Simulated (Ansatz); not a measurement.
# Hf (Fm-3m) in Ansatz: convergence with ecutrho ratio

Aim: find how far ecutrho ratio must go before the results for Hf settle, at PBE. This setting moves, with any that are tied to it; all else stays.

Program: Ansatz 0.2.0. These are calculated values, not measurements. Logs are shortened: lines on timing, memory, paths and dates and some standing lists are left out, and cuts for length are marked.

## (1) Starting point

It takes space group Fm-3m (No. 225, cubic). Conventional cell: a = 4.440 Å, b = 4.440 Å, c = 4.440 Å, α = 90.00°, β = 90.00°, γ = 90.00°. Hf (site symmetry m-3m) has 12 Hf at 3.14 Å as nearest neighbours.

This isn't the form of Hf at room conditions, which is hcp.

## (2) With ecutrho ratio 4

Input file input.yaml:

```yaml
crystal:
  lattice:
    - [0.0, 2.22, 2.22]
    - [2.22, 0.0, 2.22]
    - [2.22, 2.22, 0.0]
  atoms:
    - { symbol: Hf, position: [0.0, 0.0, 0.0] }
hamiltonian:
  xc: pbe
  pseudopotentials: { kind: paw }
kpoints:
  mp_grid: { grid: [9, 9, 9] }
scf:
  occupations: { method: gaussian, width: 0.05 }
output:
  forces: true
  stress: true
  eigenvalues: true
basis:
  ecutrho_ratio: 4
```

Potentials or basis: Ansatz PAW.

Launch:

```bash
$ ansatz run input.yaml --threads 2 --pin off --max-ram 5632MiB --backend cpu --events-out ev --progress --plain --runs-dir out
```

Standard output:

```text
Warning: RAYON_NUM_THREADS=2 ignored (pool sized by the plan → 2); use --threads N
Engine: ansatz 0.2.0, x86_64-unknown-linux-gnu
Pseudopotentials: kind: paw
Pseudopotential: Hf, paw, valence charge 26, recommended cutoff 420 eV (normal), Hf.paw.azcp
Functional definition: PBE
  parameter kappa = 0.804
  parameter beta = 0.06672455060314922
  exchange = pbe_x(kappa = kappa, mu = beta*pi^2/3)
  correlation = pbe_c(beta = beta)
Crystal: 1 atoms, lattice volume = 21.882 Å³
Basis set: ecut = 420 eV, 411 PW (Γ), exchange–correlation on 48×48×48 points (8 copies of the dense FFT grid, shifted against one another)
Bands: 17, of which v1, the nominal top of the filled ones, is band 13 counted from 1 (12 counted from 0)
Symmetry: 48 space group operations
Space group: Fm-3m (ITA 225), of the structure as read, at distance tolerance 2.8e-5 Å
k-points: 35 of 729
Non-local potential: Hf, projectors of the file, l = 0: 3, l = 1: 2, l = 2: 2, l = 3: 3
PAW form: soft (Blöchl's): semilocal exchange-correlation on the pseudo side does not see the compensation charge
PAW one-centre angular grid: Hf, 590 points (default); XC on 64 Gauss nodes
Initial density: superposition of atomic densities (neutral atoms: chi_scale 0, normalization atom), corrected by the library's trained network
Initial wavefunctions: pseudopotential atomic-orbital guess
Functional: x = pbe(κ = 0.804, μ = 0.2195149727645171), c = pbe(β = 0.06672455060314922)
SCF iter   1: F=—  HF=-15721.277749 eV  |F-HF|=—  |Δ(HF+E_count)|=         —  Δρ=2.85e-3  dr2=1.35e-3  ethr=1.77e-3  ⟨swp⟩=5.2  Hψ=2532  notcnv=0
preconditioner: auto → none  [metal: Δε(μ)=0.022 eV  Ē_g=18.561 eV  σ=0.050 eV  W_gap=0.24  n_scr=8 (ndim 8)  ℏωp=38.9 eV  f_vac=0.000  D(μ)=3.48/eV (n_scr^D=58)  sad-step TF]
SCF iter   2: F=—  HF=-15721.277523 eV  |F-HF|=—  |Δ(HF+E_count)|=   2.27e-4  Δρ=1.82e-3  dr2=5.96e-4  ethr=5.17e-6  ⟨swp⟩=1.9  Hψ=928  notcnv=0
SCF iter   3: F=—  HF=-15721.277500 eV  |F-HF|=—  |Δ(HF+E_count)|=   2.24e-5  Δρ=1.54e-4  dr2=1.68e-6  ethr=2.29e-6  ⟨swp⟩=2.3  Hψ=921  notcnv=0  defer=3
SCF iter   4: F=—  HF=-15721.277486 eV  |F-HF|=—  |Δ(HF+E_count)|=   1.46e-5  Δρ=1.18e-4  dr2=1.63e-6  ethr=6.45e-9  ⟨swp⟩=3.0  Hψ=1192  notcnv=0  defer=2
SCF iter   5: F=—  HF=-15721.277486 eV  |F-HF|=—  |Δ(HF+E_count)|=   1.84e-7  Δρ=2.90e-5  dr2=4.58e-8  ethr=6.27e-9  ⟨swp⟩=2.0  Hψ=1042  notcnv=0  defer=3
SCF iter   6: F=—  HF=-15721.277486 eV  |F-HF|=—  |Δ(HF+E_count)|=   1.23e-7  Δρ=7.67e-6  dr2=6.57e-9  ethr=1.76e-10  ⟨swp⟩=4.7  Hψ=2222  notcnv=0
SCF iter   7: F=-15721.277486 eV  HF=-15721.277486 eV  |F-HF|=6.00e-11  |Δ(HF+E_count)|=   3.54e-8  Δρ=7.59e-7  dr2=5.56e-11  ethr=2.53e-11  ⟨swp⟩=4.4  Hψ=1973  notcnv=0
SCF 1 converged in 7 iterations: F = -15721.277486 eV  dr2 = 5.56e-11
SCF converged after 7 iterations
Free energy (F): -15721.277486 eV
Harris-Foulkes:  -15721.277486 eV  (|F-HF|=6.00e-11)
Internal energy: -15721.272974 eV  (E = F + TS)
E sigma→0 (E₀):  -15721.275230 eV
Entropy (-TS):   -0.004511 eV (-4.511 meV/atom)
Fermi energy:    20.260797 eV
--- Per-component energies (eV) ---
  E_band       = 50.076629
  E_kinetic    = 425.185986
  E_local      = -5010.060906  (includes V_loc(G=0)·N_el)
  E_nonlocal   = -1244.254905
  E_hartree    = 2362.201890
  E_xc         = -300.444301
  E_vxc        = -266.638152  (∫ρ·V_xc dr)
  E_paw        = -6928.024321  (= ΣΔE_a)
  E_vpaw       = 1421.441455  (= ΣTr[D̂ρ^β])
  E_aug_tail   = -0.000001  (compensation charges beyond the density's cutoff)
  E_ewald      = -5025.876417
  E_smearing   = -0.004511  (= −TS)
  E_closure    = 0.000000  (closes the sum)
  Σ components = -15721.277486   (vs F -15721.277486, Δ=0.00e0)
--- Forces (eV/Å), atoms counted from 1 ---
  atom   1  Hf    -0.00000000    -0.00000000     0.00000000
  max |Σ_I F_I| component: 6.57e-31 eV/Å
--- Stress (GPa, compression-positive) ---
        3.894356      -0.000000       0.000000
       -0.000000       3.894356      -0.000000
       -0.000000       0.000000       3.894356
  P = ⅓ Tr σ = 3.8944 GPa (38.944 kbar)
--- Band table (eV; the first three rows and the last of 35) ---
  k-point 0: bands = ["-41.4667", "-9.7206", "-9.7206", "-9.7206", "8.5722", "8.5965", "8.5965", "8.5965", "8.6741", "8.6741", "8.6741", "12.9350", "21.6090", "21.6090", "21.6090", "24.4808", "24.4808"]
  k-point 1: bands = ["-41.4587", "-9.8295", "-9.7344", "-9.7344", "8.5784", "8.5953", "8.6015", "8.6015", "8.6652", "8.6652", "8.6745", "13.3696", "21.1991", "21.8066", "21.8066", "24.2825", "24.2825"]
  k-point 2: bands = ["-41.4383", "-10.0970", "-9.7691", "-9.7691", "8.5822", "8.6051", "8.6127", "8.6127", "8.6452", "8.6452", "8.6753", "14.5111", "20.4653", "22.0128", "22.0128", "24.3093", "24.3093"]
  k-point 34: bands = ["-41.3765", "-10.3480", "-10.2377", "-10.0233", "8.6002", "8.6100", "8.6183", "8.6236", "8.6299", "8.6385", "8.6580", "18.3741", "19.4773", "19.9148", "23.1011", "26.8012", "28.4970"]
```

Wall time 0.47 s (2 threads of Intel Xeon 6975P-C (Granite Rapids), shared host); peak memory 0.31 GiB.

Results:

```yaml
Free_energy: -15721.2775 eV
Pressure: 3.9 GPa
Band_gap_on_the_k_mesh: none (metal or under the smearing width)
```

## (3) With ecutrho ratio 5

input.yaml, as its differences from that of step 2:

```diff
@@ -19,2 +19,2 @@
 basis:
-  ecutrho_ratio: 4
+  ecutrho_ratio: 5
```

Potentials or basis: Ansatz PAW.

Launch:

```bash
$ ansatz run input.yaml --threads 2 --pin off --max-ram 5632MiB --backend cpu --events-out ev --progress --plain --runs-dir out
```

Run time: 0.53 s. Hardware: 2 threads of Intel Xeon 6975P-C (Granite Rapids), shared host; peak memory 0.32 GiB.

What came out:

```yaml
Free_energy: -15721.2775 eV
Pressure: 3.9 GPa
Band_gap_on_the_k_mesh: none (metal or under the smearing width)
```

## (4) With ecutrho ratio 6

input.yaml, as its differences from that of step 3:

```diff
@@ -19,2 +19,2 @@
 basis:
-  ecutrho_ratio: 5
+  ecutrho_ratio: 6
```

Launch:

```bash
$ ansatz run input.yaml --threads 2 --pin off --max-ram 5632MiB --backend cpu --events-out ev --progress --plain --runs-dir out
```

Run time: 0.59 s. Hardware: 2 threads of Intel Xeon 6975P-C (Granite Rapids), shared host; peak memory 0.34 GiB.

What came out:

| Item | Value |
| --- | --- |
| Free energy | -15721.2775 eV |
| Pressure | 3.9 GPa |
| Band gap on the k mesh | none (metal or under the smearing width) |

## (5) With ecutrho ratio 8

input.yaml, as its differences from that of step 4:

```diff
@@ -19,2 +19,2 @@
 basis:
-  ecutrho_ratio: 6
+  ecutrho_ratio: 8
```

Launch:

```bash
$ ansatz run input.yaml --threads 2 --pin off --max-ram 5632MiB --backend cpu --events-out ev --progress --plain --runs-dir out
```

Wall time 0.51 s (2 threads of Intel Xeon 6975P-C (Granite Rapids), shared host); peak memory 0.32 GiB.

The run converged. Its results:

```
Free energy            : -15721.2775 eV
Pressure               : 3.9 GPa
Band gap on the k mesh : none (metal or under the smearing width)
```

## (6) With ecutrho ratio 10

input.yaml, as its differences from that of step 5:

```diff
@@ -19,2 +19,2 @@
 basis:
-  ecutrho_ratio: 8
+  ecutrho_ratio: 10
```

Potentials or basis: Ansatz PAW.

Launch:

```bash
$ ansatz run input.yaml --threads 2 --pin off --max-ram 5632MiB --backend cpu --events-out ev --progress --plain --runs-dir out
```

Wall time 0.64 s (2 threads of Intel Xeon 6975P-C (Granite Rapids), shared host); peak memory 0.36 GiB.

It converged, with:

- Free energy: -15721.2775 eV
- Pressure: 3.9 GPa
- Band gap on the k mesh: none (metal or under the smearing width)

## (7) With ecutrho ratio 12

input.yaml, as its differences from that of step 6:

```diff
@@ -19,2 +19,2 @@
 basis:
-  ecutrho_ratio: 10
+  ecutrho_ratio: 12
```

Launch:

```bash
$ ansatz run input.yaml --threads 2 --pin off --max-ram 5632MiB --backend cpu --events-out ev --progress --plain --runs-dir out
```

Run time: 0.68 s. Hardware: 2 threads of Intel Xeon 6975P-C (Granite Rapids), shared host; peak memory 0.37 GiB.

It converged, with:

```yaml
Free_energy: -15721.2775 eV
Pressure: 3.9 GPa
Band_gap_on_the_k_mesh: none (metal or under the smearing width)
```

## (8) Summary

| ecutrho ratio | energy less the tightest run, at zero smearing (meV/atom) | SCF cycles | CPU time (s) | peak memory (GiB) |
| --- | --- | --- | --- | --- |
| 4 | 0.00 | 7 | 0.69 | 0.31 |
| 5 | 0.00 | 7 | 0.76 | 0.32 |
| 6 | 0.00 | 7 | 0.83 | 0.34 |
| 8 | 0.00 | 7 | 0.73 | 0.32 |
| 10 | 0.00 | 7 | 0.98 | 0.36 |
| 12 | 0.00 | 7 | 1.1 | 0.37 |

Against the tightest run, the energy stays within 1 meV/atom from 4 on. The tightest run that finished is the yardstick and may itself not be fully converged.
